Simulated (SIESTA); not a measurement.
GaN:

```
Ga N
1.0
     3.18000    0.00000    0.00000
    -1.59000    2.75396    0.00000
     0.00000    0.00000    5.16600
Ga N
2 2
Direct
  0.66667 0.33333 0.50000
  0.33333 0.66667 0.00000
  0.66667 0.33333 0.87500
  0.33333 0.66667 0.37500
```

Base run:

```yaml
Program: SIESTA 5.4.2
Functional: PBEsol
Potentials_or_basis: PseudoDojo 0.4 standard (PBEsol files)
Basis: DZP (energy shift 0.003 Ry; two zetas on semicore shells)
Grid_cutoff: 800 Ry
Energy_shift: 0.003 Ry
k_mesh: 10 × 10 × 5
Occupations: fermi-dirac, width 0.05 eV
Spin: no spin polarisation
```

Its results: band gap on the k mesh 2.02 eV, direct; pressure 3.8 GPa; largest force 0.129 eV/Å.

**Question.** The run is repeated on the same cell with these changes: functional from PBEsol to vdW-DF-cx; potentials or basis from PseudoDojo 0.4 standard (PBEsol files) to PseudoDojo 0.4 standard (PBE files). What comes out?

**Answer.** Band gap on the k mesh 2.02 eV, direct; pressure 6.3 GPa; largest force 0.125 eV/Å.

Caveats: the basis of atomic orbitals isn't converged, which shifts pressures, moduli and gaps; the potentials were made for another functional, which shifts forces and pressure (some runs).
